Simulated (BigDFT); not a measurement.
**Si in BigDFT: convergence with k mesh**

Input of the first run (k mesh 2 × 2 × 2); the others differ in this setting and in those tied to it:

The input input.yaml:

```yaml
dft:
  hgrids: [0.5196, 0.5196, 0.55]
  rmult: [10.0, 8.0]
  ixc: LDA
  gnrm_cv: 3.e-05
  ncong: 2
  idsx: 6
  itermax: 80
  nrepmax: 2
kpt:
  method: mpgrid
  ngkpt: [2, 2, 2]
ig_occupation:
  Si: {3p: 2.0, 3s: 2.0}
```

posinp.xyz

```xyz
4 angstroem
periodic 3.8492788627 3.8492788627 5.4437023730
Si    1.9342818749    1.8862467240    0.0036309495
Si    0.0096424436    3.8108861553    2.7254821360
Si    3.8175396338    1.9401077585    4.0942548262
Si    1.8929002025    0.0154683271    1.3724036397
```

Potentials or basis: GTH-PBE (Si q4).

Command:

```bash
$ OMP_NUM_THREADS=1 bigdft  # reads input.yaml, posinp.xyz, psppar.Si
```

The cell isn't the ideal one: atoms moved at random.

Hardware: 1 thread of AMD EPYC 9R14 (Zen 4), on a shared host.

Task: The values tried are 2 × 2 × 2, 3 × 3 × 2, 4 × 4 × 3, 5 × 5 × 4, 6 × 6 × 4, 7 × 7 × 5, 8 × 8 × 6, loosest first. From which on does the pressure stay within 0.1 GPa of the tightest run that finished?

Result: From 5 × 5 × 4 on.

| k mesh | energy less the tightest run, at zero smearing (meV/atom) | pressure (GPa) | largest force (eV/Å) | SCF cycles | CPU time (s) | peak memory (GiB) |
| --- | --- | --- | --- | --- | --- | --- |
| 2 × 2 × 2 | 515.71 | 3.65 | 1.067 | 13 | 20 | 0.43 |
| 3 × 3 × 2 | 109.97 | 1.42 | 0.949 | 14 | 26 | 0.53 |
| 4 × 4 × 3 | 33.80 | 0.83 | 0.916 | 14 | 72 | 1.3 |
| 5 × 5 × 4 | 11.25 | 0.67 | 0.904 | 14 | 140 | 2.6 |
| 6 × 6 × 4 | 3.97 | 0.62 | 0.900 | 14 | 210 | 3.8 |
| 7 × 7 × 5 | 1.09 | 0.60 | 0.898 | 14 | 340 | 6.1 |
| 8 × 8 × 6 | 0.00 | 0.59 | 0.897 | 14 | 540 | 9.7 |

Against the tightest run, the largest force stays within 0.005 eV/Å from 6 × 6 × 4 on. Not settled before the last step: the energy (to 1 meV/atom). Meshes of other sizes hit other points, so gaps and Fermi surfaces needn't settle smoothly. The tightest run that finished is the yardstick and may itself not be fully converged.

Caveat, for the tightest run too: the potentials were made for another functional, which shifts forces and pressure; the log prints the pressure with the opposite sign.
